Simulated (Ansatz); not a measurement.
Runs of Ansatz 0.2.0 on MnSb. Symmetry: P6_3/mmc, No. 194, hexagonal system. The conventional cell has a = 4.150 Å, b = 4.150 Å, c = 5.780 Å, α = 90.00°, β = 90.00°, γ = 120.00°. Sb (site symmetry -6m2) has 6 Mn at 2.80 Å as nearest neighbours. Mn (site symmetry -3m) is surrounded by 6 Sb at 2.80 Å and 2 Mn at 2.89 Å. 

```csv
task,level,spin,U,cell,k mesh,cutoff (eV),hubbard projectors,double counting,gap on the mesh (eV),pressure (GPa),moment (μB),relaxed volume (Å³/atom)
single point,PBE,"collinear, ferromagnetic start",-,as given,13 × 13 × 8,420,-,-,none,(a),6.72,-
density of states,LDA,"collinear, ferromagnetic start",-,as given,7 × 7 × 5,420,-,-,none,(b),6.52,-
single point,PBE,"collinear, ferromagnetic start",-,as given,7 × 7 × 5,300,-,-,none,-3.0,6.73,-
relaxation of cell and atoms,r2SCAN,"collinear, ferromagnetic start",-,relaxed,7 × 7 × 5,500,-,-,-,0.0,7.51,(c)
relaxation of cell and atoms,PBEsol+U,"collinear, ferromagnetic start",Mn d U = 4.5 eV,relaxed,7 × 7 × 5,420,ortho-atomic (the default),fll (the default),none,0.0,8.20,23.29
```

Alike in all rows: potentials or basis Ansatz PAW; smearing fermi-dirac 0.05 eV.

**Question.** Fill in the values left out.

**Answer.** (a) -3.1; (b) -10.6; (c) 21.70.

Caveats: only a ferromagnetic start was run, and an antiferromagnetic order may lie lower in energy; the PAW data sets come from PBE, with cores solved anew for the run's functional, which leaves a small shift of forces and pressure (some runs); the magnetic or orbital state may not be the lowest (some runs); the plane-wave basis is chosen anew once the cell has moved, so the energies of steps on either side of that aren't comparable (some runs); the pressure holds a Pulay correction of +9.0 GPa for the finite cutoff (some runs); the cutoff lies under the one recommended for these potentials (some runs); the U is typed as a test and isn't derived for this compound (some runs).

A k mesh can miss the band edges, and the runs leave out spin-orbit coupling on Sb.

A gap of «none» marks a metal or a gap under the smearing width.
